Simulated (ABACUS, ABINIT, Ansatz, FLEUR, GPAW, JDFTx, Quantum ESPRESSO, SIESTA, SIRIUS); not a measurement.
# Ge: programs and potentials compared

```
Ge
1.0
     3.99759    0.00000    0.00000
    -1.99879    3.46201    0.00000
     0.00000    0.00000    6.59938
Ge
4
Cartesian
  -0.0176 2.3018 6.2007
  2.0309 1.1743 2.8595
  0.0334 2.3214 3.7435
  2.0375 1.1317 0.4037
```

This isn't the form of Ge at room conditions, which is diamond.

Atoms were shifted at random by some hundredths of an Å from the given cell, which wasn't relaxed again for these runs.

Alike in all runs: task single point; functional PBEsol; k mesh 8 × 8 × 4; occupations fermi-dirac, width 0.05 eV; no spin polarisation; no spin-orbit coupling. Pressure is positive in compression and, in plane waves, holds the error of the finite cutoff, which Ansatz's Pulay term estimates and takes out.

```tsv
program and potentials	plane-wave cutoff (eV)	notes	band gap (eV)	pressure (GPa)	largest force (eV/Å)	energy over the undisturbed cell (meV/atom)
Ansatz, Ansatz PAW	420	potentials made for PBE, which Ansatz adapts in part; 14 valence electrons an atom on average; Pulay term of +0.02 GPa included	0.10	0.03	0.628	7.67
Ansatz, all-electron LAPW, scalar-relativistic	-	-	0.10	0.03	0.628	-
Quantum ESPRESSO, GBRV 1.5 PBEsol	612	14 valence electrons an atom on average	0.10	-0.19	0.628	7.67
SIRIUS, PseudoDojo 0.4.1 PBEsol standard (scalar relativistic)	1078	14 valence electrons an atom on average	0.10	0.04	0.628	-
ABACUS, PseudoDojo NC SR 0.4.1 PBEsol standard, plane waves	1075	14 valence electrons an atom on average	0.10	0.03	0.628	7.67
SIESTA, files PseudoDojo sr-pbesol-0.4.1-standard, DZP (energy shift 0.003 Ry; two zetas on semicore shells)	-	atomic basis; 14 valence electrons an atom on average	0.07	1.27	0.667	7.67
ABINIT, PseudoDojo NC SR PBEsol v0.4.1 standard	1061	14 valence electrons an atom on average	0.10	0.02	0.629	-
FLEUR, all-electron, FLAPW	-	-	?	-	?	-
JDFTx, PseudoDojo-SR-PBEsol-0.4.1-standard with smoothed tails	1061	14 valence electrons an atom on average	0.10	0.02	0.628	-
GPAW, PAW data sets generated for this functional	600	4 valence electrons an atom on average	0.07	0.31	0.648	7.86
```

Problem. Estimate from the other rows what the run with FLEUR, all-electron, FLAPW gave.

Solution. Band gap 0.09 eV; largest force 0.628 eV/Å. The other rows, which needn't bracket it: band gap 0.07 to 0.10; pressure -0.19 to 1.27; largest force 0.628 to 0.667; energy over the undisturbed cell 7.67 to 7.86.
